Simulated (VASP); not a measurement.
# ZnH2 (Fd-3m) in VASP: further runs

Runs on ZnH2. Level: PBE. Tasks: single point, relaxation of cell and atoms.

Everything below comes from runs of VASP 6.6.1. Logs are shortened: lines on timing, memory, paths and dates and some standing lists are left out, and cuts for length are marked.

**1. The cell of the first run**

It takes space group Fd-3m (No. 227, cubic). The conventional cell has a = 5.645 Å, b = 5.645 Å, c = 5.645 Å, α = 90.00°, β = 90.00°, γ = 90.00°. Zn (site symmetry -43m) has 12 H at 2.34 Å and 4 Zn at 2.44 Å as nearest neighbours. H (site symmetry -3m) has 6 H at 2.00 Å as nearest neighbours.

The cell was built by a generator and needn't be a form met in nature.

**2. Single point, PBE (species swapped into the TaCo2 type (Fd-3m, No. 227))**

Input file INCAR:

```
SYSTEM = ZnH2
ALGO = Normal
EDIFF = 1E-6
ENCUT = 520
GGA = PE
ISIF = 2
ISMEAR = 0
LASPH = .TRUE.
LCHARG = .FALSE.
LREAL = .FALSE.
LWAVE = .FALSE.
NBANDS = 23
NELM = 80
PREC = Accurate
SIGMA = 0.1
```

Input file KPOINTS:

```
k-points
0
G
  12 12 12
  0 0 0
```

Input file POSCAR:

```
ZnH2
1.0
    0.0000000000      2.8225360936      2.8225360936
    2.8225360936      0.0000000000      2.8225360936
    2.8225360936      2.8225360936      0.0000000000
Zn H
2 4
Direct
    0.5000000000      0.5000000000      0.5000000000
    0.7500000000      0.7500000000      0.7500000000
    0.1250000000      0.1250000000      0.1250000000
    0.6250000000      0.1250000000      0.1250000000
    0.1250000000      0.1250000000      0.6250000000
    0.1250000000      0.6250000000      0.1250000000
```

Potentials or basis: VASP PAW PBE potentials, release 64 (Zn, H).

Run with:

```
$ cat potpaw_PBE.64/Zn/POTCAR potpaw_PBE.64/H/POTCAR > POTCAR
$ mpirun -np 1 vasp_std > vasp.out
```

OUTCAR:

```text
SYSTEM = ZnH2
   EDIFF = 1E-6
   ENCUT = 520
   GGA = PE
   ISIF = 2
   ISMEAR = 0
   LASPH = .TRUE.
   LREAL = .FALSE.
   NELM = 80
   PREC = Accurate

 ion  position               nearest neighbor table
   1  0.500  0.500  0.500-   2 2.44   2 2.44   2 2.44   2 2.44
   2  0.750  0.750  0.750-   1 2.44   1 2.44   1 2.44   1 2.44
   3  0.125  0.125  0.125-
   4  0.625  0.125  0.125-
   5  0.125  0.125  0.625-
   6  0.125  0.625  0.125-

  LATTYP: Found a face centered cubic cell.
 ALAT       =     5.6450721872

  Lattice vectors:

 A1 = (   0.0000000000,   2.8225360936,   2.8225360936)
 A2 = (   2.8225360936,   0.0000000000,   2.8225360936)
 A3 = (   2.8225360936,   2.8225360936,   0.0000000000)

Analysis of symmetry for initial positions (statically):
=====================================================================
 Subroutine PRICEL returns:
 Original cell was already a primitive cell.

 Routine SETGRP: Setting up the symmetry group for a
 face centered cubic supercell.

 Subroutine GETGRP returns: Found 48 space group operations
 (whereof 24 operations were pure point group operations)
 out of a pool of 48 trial point group operations.

The static configuration has the point symmetry T_d .
 The point group associated with its full space group is O_h .

Analysis of symmetry for dynamics (positions and initial velocities):
=====================================================================
 Subroutine PRICEL returns:
 Original cell was already a primitive cell.

 Routine SETGRP: Setting up the symmetry group for a
 face centered cubic supercell.

 Subroutine GETGRP returns: Found 48 space group operations
 (whereof 24 operations were pure point group operations)
 out of a pool of 48 trial point group operations.

The dynamic configuration has the point symmetry T_d .
 The point group associated with its full space group is O_h .

 Subroutine INISYM returns: Found 48 space group operations
 (whereof 24 operations are pure point group operations),
 and found     1 'primitive' translations

----------------------------------------------------------------------------------------

                                     Primitive cell
[... 98 lines left out ...]
   NELM   =     80;   NELMIN=  2; NELMDL= -5     # of ELM steps
   EDIFF  = 0.1E-05   stopping-criterion for ELM
   LREAL  =      F    real-space projection
   EDIFFG = 0.1E-04   stopping-criterion for IOM
   NSW    =      0    number of steps for IOM
   IBRION =     -1    ionic relax: 0-MD 1-quasi-New 2-CG
   NFREE  =      0    steps in history (QN), initial steepest desc. (CG)
   ISIF   =      2    stress and relaxation
   ISYM   =      2    0-nonsym 1-usesym 2-fastsym
   POTIM  = 0.5000    time-step for ionic-motion
   TEBEG  =    0.0;   TEEND  =   0.0 temperature during run
   PSTRESS=    0.0 pullay stress
   NELECT =      28.0000    total number of electrons
   NUPDOWN=      -1.0000    fix difference up-down
   EMIN   =  10.00;   EMAX   =-10.00  energy-range for DOS
   EFERMI =   0.00;   METHOD = LEGACY
   ISMEAR =     0;   SIGMA  =   0.10  broadening in eV -4-tet -1-fermi 0-gaus
   EFERMI_NEDOS =   21; number of points for ismear=-14 and -15
   IALGO  =     38    algorithm
   IMIX   =      4    mixing-type and parameters
     AMIX     =   0.40;   BMIX     =  1.00
     AMIX_MAG =   1.60;   BMIX_MAG =  1.00
  volume/ion in A,a.u.               =       7.50        50.58
  Fermi-wavevector in a.u.,A,eV,Ry     =   1.397906  2.641660 26.587709  1.954142
  Thomas-Fermi vector in A             =   2.521116
   LORBIT       =      0    0 simple, 1 ext, 2 COOP (PROOUT), +10 PAW based schemes
   GGA     = PE    functional components
   LHFCALC =     F    Hartree Fock is set to
   AEXX    =    0.0000 exact exchange contribution
   IVDW    =     0    specifies the selected vdW correction
   LEPSILON=     F    determine dielectric tensor
   LRPA    =     F    only Hartree local field effects (RPA)
 non-spin polarized calculation
 Gauss-broadening in eV      SIGMA  =   0.10
  energy-cutoff  :      520.00
  volume of cell :       44.97
 maximum number of plane-waves:      1243
 NGX is ok and might be reduce to    30
   NGX = 15   NGY = 15   NGZ = 15

 number of electron      28.0000005 magnetization

 Free energy of the ion-electron system (eV)
  ---------------------------------------------------
  ext. energy  EPLUGINS =         0.00000000
  ---------------------------------------------------
  free energy    TOTEN  =       -10.21610519 eV

  energy without entropy =      -10.20813940  energy(sigma->0) =      -10.21212230

 E-fermi :   2.4535     XC(G=0): -11.1452

 val. band max:        2.4422453305   @ k =   0.0833   0.0833   0.0000
 cond. band min:       2.4570183724   @ k =  -0.4167   0.5000   0.0833
 fundamental gap:      0.0147730419
 Fermi energy:         2.4534988726

 k-point     1 :       0.0000    0.0000    0.0000
  band No.  band energies     occupation
      1      -9.2306      2.00000
      2      -5.7271      2.00000
      3      -5.7271      2.00000
      4      -5.7271      2.00000
      5      -5.6561      2.00000
      6      -5.6561      2.00000
[... 613 lines left out ...]
     22      16.0654      0.00000
     23      17.8252      0.00000

 [... further k-points ...]

------------------------ aborting loop because EDIFF is reached ----------------------------------------

  FORCE on cell =-STRESS in cart. coord.  units (eV):
  Direction    XX          YY          ZZ          XY          YZ          ZX
  --------------------------------------------------------------------------------------
  -------------------------------------------------------------------------------------
  Total        0.0498404      0.0498404      0.0498404      0.0000000      0.0000000      0.0000000
  in kB        1.7755947      1.7755947      1.7755947      0.0000000      0.0000000      0.0000000
  external PRESSURE =       1.7755947 kB  Pullay stress =       0.0000000 kB

 VOLUME and BASIS-vectors are now :
 -----------------------------------------------------------------------------
  energy-cutoff  :      520.00
  volume of cell :       44.97
      direct lattice vectors                 reciprocal lattice vectors
     0.000000000  2.822536094  2.822536094    -0.177145653  0.177145653  0.177145653
     2.822536094  0.000000000  2.822536094     0.177145653 -0.177145653  0.177145653
     2.822536094  2.822536094  0.000000000     0.177145653  0.177145653 -0.177145653

 POSITION                                       TOTAL-FORCE (eV/Angst)
 -----------------------------------------------------------------------------------
      2.82254      2.82254      2.82254         0.000000      0.000000      0.000000
      4.23380      4.23380      4.23380        -0.000000      0.000000     -0.000000
      0.70563      0.70563      0.70563        -0.000000     -0.000000     -0.000000
      0.70563      2.11690      2.11690        -0.000000     -0.000000     -0.000000
      2.11690      2.11690      0.70563        -0.000000     -0.000000     -0.000000
      2.11690      0.70563      2.11690        -0.000000     -0.000000     -0.000000
 -----------------------------------------------------------------------------------
    total drift:                                0.000000     -0.000000      0.000000

  FREE ENERGIE OF THE ION-ELECTRON SYSTEM (eV)
  ---------------------------------------------------
  free  energy   TOTEN  =       -10.2161051902 eV

  energy  without entropy=      -10.2081394001  energy(sigma->0) =      -10.21212230
```

Run time: 31 s. Hardware: 1 thread of Intel Xeon Platinum 8559C (Emerald Rapids), shared host; peak memory 0.2 GiB.

What came out:

```
Free energy            : -10.2161 eV
Pressure               : 0.2 GPa
Band gap on the k mesh : none (metal or under the smearing width)
```

Levels at points of the mesh, in eV from the Fermi level:
```tsv
k point	band 12	band 13	band 14	band 15	band 16	band 17
(0.00, 0.00, 0.00)	0.30	0.30	0.30	1.75	4.85	4.85
(0.50, 0.00, 0.00)	-6.31	0.09	0.09	0.85	2.19	2.19
(0.50, 0.50, 0.00)	-6.16	-2.88	-2.88	-0.82	-0.82	6.90
```

**3. Relaxation of cell and atoms, PBE (species swapped into the TaCo2 type (Fd-3m, No. 227))**

Input file INCAR:

```
PREC = Accurate
ENCUT = 600
EDIFF = 1E-6
ISMEAR = 0
SIGMA = 0.1
LREAL = F
LASPH = T
NELM = 60
ALGO = Fast
ISIF = 3
LWAVE = F
LCHARG = F
GGA = PE
IBRION = 2
NSW = 100
EDIFFG = -0.01
```

Input file KPOINTS:

```
Automatic mesh
0
Gamma
  12 12 12
```

Edit POSCAR of step 2 so:

```diff
@@ -2,5 +2,5 @@
 1.0
-    0.0000000000      2.8225360936      2.8225360936
-    2.8225360936      0.0000000000      2.8225360936
-    2.8225360936      2.8225360936      0.0000000000
+    0.0000000000      2.8261453826      2.8261453826
+    2.8261453826      0.0000000000      2.8261453826
+    2.8261453826      2.8261453826      0.0000000000
 Zn H
```

Potentials or basis: VASP PAW PBE potentials, release 64 (Zn, H).

Run with:

```
$ cat potpaw_PBE.64/Zn/POTCAR potpaw_PBE.64/H/POTCAR > POTCAR
$ mpirun -np 1 vasp_std > vasp.out
```

Wall time 24 s (1 thread of Intel Xeon Platinum 8559C (Emerald Rapids), shared host); peak memory 0.21 GiB.

Results (log left out):

```yaml
Free_energy: -10.2164 eV
Pressure_after_relaxing: -0.1 GPa
Band_gap_on_the_k_mesh: none (metal or under the smearing width)
```

Final structure:
```
Zn H
1.0
     0.00000    2.82615    2.82615
     2.82615    0.00000    2.82615
     2.82615    2.82615    0.00000
Zn H
2 4
Direct
  0.50000 0.50000 0.50000
  0.75000 0.75000 0.75000
  0.12500 0.12500 0.12500
  0.62500 0.12500 0.12500
  0.12500 0.12500 0.62500
  0.12500 0.62500 0.12500
```

Levels at points of the mesh, in eV from the Fermi level:
```csv
k point,band 12,band 13,band 14,band 15,band 16,band 17
"(0.00, 0.00, 0.00)",0.30,0.30,0.30,1.74,4.84,4.85
"(0.50, 0.00, 0.00)",-6.30,0.10,0.10,0.85,2.19,2.19
"(0.50, 0.50, 0.00)",-6.15,-2.86,-2.86,-0.82,-0.82,6.88
```

Caveat: the relaxation stopped at its first step, so nothing moved.

**4. Single point, PBE (cell x2)**

Input file INCAR:

```
SYSTEM = ZnH2
PREC = Accurate ; ENCUT = 520
EDIFF = 1E-6 ; ISMEAR = 0
SIGMA = 0.2 ; LREAL = .FALSE.
LASPH = .TRUE. ; NELM = 60
ALGO = Fast ; ISIF = 2
LWAVE = .FALSE. ; LCHARG = .FALSE.
GGA = PE ; NBANDS = 40
```

Input file KPOINTS:

```
Automatic mesh
0
G
  6 6 6
  0 0 0
```

Input file POSCAR:

```
ZnH2
1.0
    0.0000000000      2.8225360936      2.8225360936
    2.8225360936      2.8225360936      0.0000000000
   -2.8225360936      5.6450721871     -2.8225360936
Zn H
4 8
Direct
    0.7500000000      0.7500000000      0.7500000000
    0.2500000000      0.2500000000      0.2500000000
    0.1250000000      0.1250000000      0.6250000000
    0.6250000000      0.6250000000      0.1250000000
    0.1875000000      0.1875000000      0.9375000000
    0.6875000000      0.6875000000      0.4375000000
    0.6875000000      0.1875000000      0.9375000000
    0.1875000000      0.6875000000      0.4375000000
    0.1875000000      0.6875000000      0.9375000000
    0.6875000000      0.1875000000      0.4375000000
    0.4375000000      0.4375000000      0.6875000000
    0.9375000000      0.9375000000      0.1875000000
```

Potentials or basis: VASP PAW PBE potentials, release 64 (Zn, H).

Run with:

```
$ cat potpaw_PBE.64/Zn/POTCAR potpaw_PBE.64/H/POTCAR > POTCAR
$ mpirun -np 1 vasp_std > vasp.out
```

OUTCAR:

```text
SYSTEM = ZnH2
   PREC = Accurate
   ENCUT = 520
   EDIFF = 1E-6
   ISMEAR = 0
   LREAL = .FALSE.
   LASPH = .TRUE.
   NELM = 60
   ISIF = 2
   GGA = PE

 ion  position               nearest neighbor table
   1  0.750  0.750  0.750-   4 2.44   3 2.44   3 2.44   3 2.44
   2  0.250  0.250  0.250-   3 2.44   4 2.44   4 2.44   4 2.44
   3  0.125  0.125  0.625-   2 2.44   1 2.44   1 2.44   1 2.44
   4  0.625  0.625  0.125-   1 2.44   2 2.44   2 2.44   2 2.44
   5  0.188  0.188  0.938-
   6  0.688  0.688  0.438-
   7  0.688  0.188  0.938-
   8  0.188  0.688  0.438-
   9  0.188  0.688  0.938-
  10  0.688  0.188  0.438-
  11  0.438  0.438  0.688-
  12  0.938  0.938  0.188-

  LATTYP: Found a trigonal (rhomboedric) cell.
 ALAT       =     6.9137732099
 COS(alpha) =     0.8333333333

  Lattice vectors:

 A1 = (  -2.8225360936,   2.8225360935,  -5.6450721872)
 A2 = (  -5.6450721872,   2.8225360935,  -2.8225360936)
 A3 = (  -2.8225360936,   5.6450721871,  -2.8225360936)

[... 218 lines left out ...]
      3      -6.2040      2.00000
      4      -5.7141      2.00000
      5      -5.7141      2.00000
      6      -5.7134      2.00000
[... 1021 lines left out ...]
     39      12.7523      0.00000
     40      13.9714      0.00000

 [... further k-points ...]

------------------------ aborting loop because EDIFF is reached ----------------------------------------

  FORCE on cell =-STRESS in cart. coord.  units (eV):
  Direction    XX          YY          ZZ          XY          YZ          ZX
  --------------------------------------------------------------------------------------
  -------------------------------------------------------------------------------------
  Total        0.1618604      0.1618604      0.1618604      0.4324794      0.4324794     -0.4324794
  in kB        2.8831864      2.8831864      2.8831864      7.7036673      7.7036673     -7.7036673
  external PRESSURE =       2.8831864 kB  Pullay stress =       0.0000000 kB

 VOLUME and BASIS-vectors are now :
 -----------------------------------------------------------------------------
  energy-cutoff  :      520.00
  volume of cell :       89.95
      direct lattice vectors                 reciprocal lattice vectors
     0.000000000  2.822536094  2.822536094    -0.088572827  0.088572827  0.265718480
     2.822536094  2.822536094  0.000000000     0.265718480  0.088572827 -0.088572827
    -2.822536094  5.645072187 -2.822536094    -0.088572827  0.088572827 -0.088572827

 POSITION                                       TOTAL-FORCE (eV/Angst)
 -----------------------------------------------------------------------------------
      0.00000      8.46761      0.00000         0.002333     -0.002333      0.002333
      0.00000      2.82254      0.00000         0.002333     -0.002333      0.002333
     -1.41127      4.23380     -1.41127        -0.002333      0.002333     -0.002333
      1.41127      4.23380      1.41127        -0.002333      0.002333     -0.002333
     -2.11690      6.35071     -2.11690         0.000000      0.000000      0.000000
      0.70563      6.35071      0.70563         0.000000      0.000000      0.000000
     -2.11690      7.76197     -0.70563         0.000000     -0.000000      0.000000
      0.70563      4.93944     -0.70563         0.000000     -0.000000      0.000000
     -0.70563      7.76197     -2.11690         0.000000     -0.000000      0.000000
     -0.70563      4.93944      0.70563         0.000000     -0.000000      0.000000
     -0.70563      6.35071     -0.70563         0.000000      0.000000      0.000000
      2.11690      6.35071      2.11690         0.000000      0.000000      0.000000
 -----------------------------------------------------------------------------------
    total drift:                               -0.000020     -0.000009     -0.000020

  FREE ENERGIE OF THE ION-ELECTRON SYSTEM (eV)
  ---------------------------------------------------
  free  energy   TOTEN  =       -20.4656191263 eV

  energy  without entropy=      -20.4152229412  energy(sigma->0) =      -20.44042103
```

OSZICAR:

```text
N       E                     dE             d eps       ncg     rms          rms(c)
DAV:   1     0.367275265688E+03    0.36728E+03   -0.25953E+04  2568   0.197E+03
DAV:   2     0.116217080016E+02   -0.35565E+03   -0.34145E+03  2560   0.404E+02
DAV:   3    -0.216052926431E+02   -0.33227E+02   -0.32552E+02  2984   0.122E+02
DAV:   4    -0.223263010892E+02   -0.72101E+00   -0.71947E+00  2752   0.182E+01
DAV:   5    -0.223281650243E+02   -0.18639E-02   -0.18638E-02  2904   0.881E-01    0.886E+00
RMM:   6    -0.205924525206E+02    0.17357E+01   -0.50083E+00  2811   0.168E+01    0.754E+00
RMM:   7    -0.204819600412E+02    0.11049E+00   -0.49282E-01  2918   0.669E+00    0.330E+00
RMM:   8    -0.204675396659E+02    0.14420E-01   -0.47703E-02  2956   0.112E+00    0.111E+00
RMM:   9    -0.204657396266E+02    0.18000E-02   -0.48495E-03  2898   0.542E-01    0.278E-01
RMM:  10    -0.204656224669E+02    0.11716E-03   -0.45817E-04  2961   0.162E-01    0.795E-02
RMM:  11    -0.204656319211E+02   -0.94542E-05   -0.79252E-05  2953   0.725E-02    0.548E-02
RMM:  12    -0.204656186906E+02    0.13231E-04   -0.55946E-05  2998   0.607E-02    0.267E-03
RMM:  13    -0.204656191263E+02   -0.43567E-06   -0.30211E-06  2219   0.152E-02
   1 F= -.20465619E+02 E0= -.20440421E+02  d E =-.503962E-01
```

stdout:

```text
POSCAR found type information on POSCAR ZnH
 POSCAR found :  2 types and      12 ions
 scaLAPACK will be used
 LDA part: xc-table for (Slater+PW92), standard interpolation
 POSCAR, INCAR and KPOINTS ok, starting setup
 FFT: planning ... GRIDC
 FFT: planning ... GRID_SOFT
 FFT: planning ... GRID
 WAVECAR not read
 entering main loop
```

Run time: 62 s. Hardware: 1 thread of Intel Xeon Platinum 8559C (Emerald Rapids), shared host; peak memory 0.25 GiB.

The run converged, but a check on its numbers failed (symmetry, net force, bounds or a known fault of this set-up), so they aren't taken as properties of the crystal.

Caveat: the result breaks the symmetry of the cell; the real-space grid breaks the cell's symmetry a little.
